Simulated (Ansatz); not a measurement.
# NaH: how the settings move a single-point run

Aim: see which settings change the result for NaH, by how much, and at what cost.

Method: reference: DFT, r2SCAN, PAW with Ansatz's default frozen-core files, scalar-relativistic; levels and slopes on a fine mesh, independent-particle optical spectra, in Ansatz 0.2.0.

### 1 The structure to begin with

It takes space group Fm-3m (No. 225, cubic). Conventional cell: a = 4.794 Å, b = 4.794 Å, c = 4.794 Å, α = 90.00°, β = 90.00°, γ = 90.00°. Around Na (site symmetry m-3m) lie 6 H at 2.40 Å. Around H (site symmetry m-3m) lie 6 Na at 2.40 Å.

Structure file:

```
Na H
1.0
     0.00000    2.39722    2.39722
     2.39722    0.00000    2.39722
     2.39722    2.39722    0.00000
Na H
1 1
Direct
  0.00000 0.00000 0.00000
  0.50000 0.50000 0.50000
```

### 2 Baseline

File input.yaml:

```yaml
crystal:
  lattice:
    - [0.0, 2.39721534702, 2.39721534702]
    - [2.39721534702, 0.0, 2.39721534702]
    - [2.39721534702, 2.39721534702, 0.0]
  atoms:
    - { symbol: Na, position: [0.0, 0.0, 0.0] }
    - { symbol: H, position: [0.5, 0.5, 0.5] }
kpoints:
  mp_grid: { grid: [8, 8, 8] }
scf:
  occupations: { method: fixed }
hamiltonian:
  xc: r2scan
  pseudopotentials: { kind: paw }
output:
  forces: true
  stress: true
  eigenvalues: true
  eigenstates:
    nscf_kmesh: { grid: [14, 14, 14] }
    de_dk: true
    e_range: [-9, 14.40126628073]
  optics:
    e_range: [0, 25]
    de: 0.2
    sigma: 0.1
    bands: { spectra_wanted_up_to: 25 }
    nscf_kmesh: { grid: [14, 14, 14] }
checkpoint:
  write: ck
  write_wavefunctions: false
```

Run with:

```
ansatz run input.yaml --threads 1 --pin off --max-ram 3072MiB --backend cpu --events-out ev --progress --plain --runs-dir out
```

### 3 Variant: occupations.method tetrahedron, xc_grid 2

input.yaml, as its differences from that of step 2:

```diff
@@ -11,3 +11,3 @@
 scf:
-  occupations: { method: fixed }
+  occupations: { method: tetrahedron }
 hamiltonian:
@@ -32 +32,3 @@
   write_wavefunctions: false
+basis:
+  xc_grid: 2
```

### 4 Changed: eigensolver.kind davidson, chi_scale 0.1

input.yaml, as its differences from that of step 2:

```diff
@@ -12,2 +12,4 @@
   occupations: { method: fixed }
+  eigensolver: { kind: davidson }
+  initial_density: { chi_scale: 0.1 }
 hamiltonian:
```

Q: Predict the outcome of this session. Wanted: for each run, ending; energy change; pressure; gap; force.

The runs gave:

| run | ending | energy change | pressure (GPa) | gap (eV) | force (eV/Å) | cycles | time |
| --- | --- | --- | --- | --- | --- | --- | --- |
| reference | converged | 0 | 0.0 | 4.40 | 0.00 | - | 24 s |
| 1: occupations.method tetrahedron, xc_grid 2 | converged | 0.0 meV/atom (σ→0) | 0.0 | 4.40 | 0.00 | 7 | 25 s |
| 2: eigensolver.kind davidson, chi_scale 0.1 | converged | 0.0 meV/atom | 0.0 | 4.40 | 0.00 | 8 | 26 s |

Residual by cycle in the longest SCF loop of each run; runs are numbered as in the table. The quantity is the density residual dr2, in eV.

| cycle | reference | run 1 | run 2 |
| --- | --- | --- | --- |
| 1 | 0.00784 | 0.00785 | 0.82 |
| 2 | 6.1e-4 | 6.1e-4 | 0.0942 |
| 3 | 2.3e-5 | 2.3e-5 | 0.00101 |
| 4 | 1.4e-6 | 1.4e-6 | 1.7e-4 |
| 5 | 9.2e-9 | 9.2e-9 | 6.2e-6 |
| 6 | 7.5e-11 | 7.6e-11 | 3.3e-8 |
| 7 | 1.1e-12 | 1.1e-12 | 1.9e-10 |
| 8 | - | - | 2.0e-13 |

What this shows: Of the converged runs whose energies compare with the reference's, none moves it noticeably.

The gaps are Kohn-Sham values of a semilocal functional, not quasiparticle or optical gaps. Such gaps usually fall short of the measured ones.
